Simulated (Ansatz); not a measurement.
**All-electron card of HgS**

```
CELL_PARAMETERS angstrom
0.00000 2.92900 2.92900
2.92900 0.00000 2.92900
2.92900 2.92900 0.00000
ATOMIC_POSITIONS crystal
Hg 0.00000 0.00000 0.00000
S 0.75000 0.75000 0.75000
```

Atoms are numbered in the order listed.

The cell is COD entry 1011368, as deposited and not checked against the literature; nothing was relaxed.

Spin–orbit coupling is left out, though it moves levels of the heavy atoms by tenths of an eV or more.

Methods: DFT, PBEsol, all-electron LAPW, scalar-relativistic (Ansatz 0.2.0); DFT, PBEsol, PAW with Ansatz's default frozen-core files, scalar-relativistic (Ansatz 0.2.0).

For LAPW: a Γ-centred 8×8×8 k mesh, Fermi–Dirac smearing of 0.02 eV, basis error target 1 meV/atom, no spin polarisation. PAW takes a cutoff of 420 eV at this cell (files made with PBE, cores remade for this functional). The Ansatz runs share mesh, smearing and spin set-up. Values come from LAPW unless marked.

```yaml
Bader_charges_from_the_PAW_run: Hg1 +0.50, S2 -0.50 e
Pressure_at_this_cell: 0.59 GPa
Volume_per_atom: 25.13 Å³
```

Q: Predict this quantity. Density of states at the Fermi level (0.2 eV bin).

A: 0.01 states/eV per cell.

Q: Predict this quantity. Band gap.

A: None at this level of theory (metallic, semimetallic, or a small gap that the functional closes).

Q: Give the computed value. Löwdin charges (with 0.22 e of the cell spilling out of the atomic basis, so their sizes and signs hang on that basis).

A: Hg1 1.12, S2 -0.90 e.
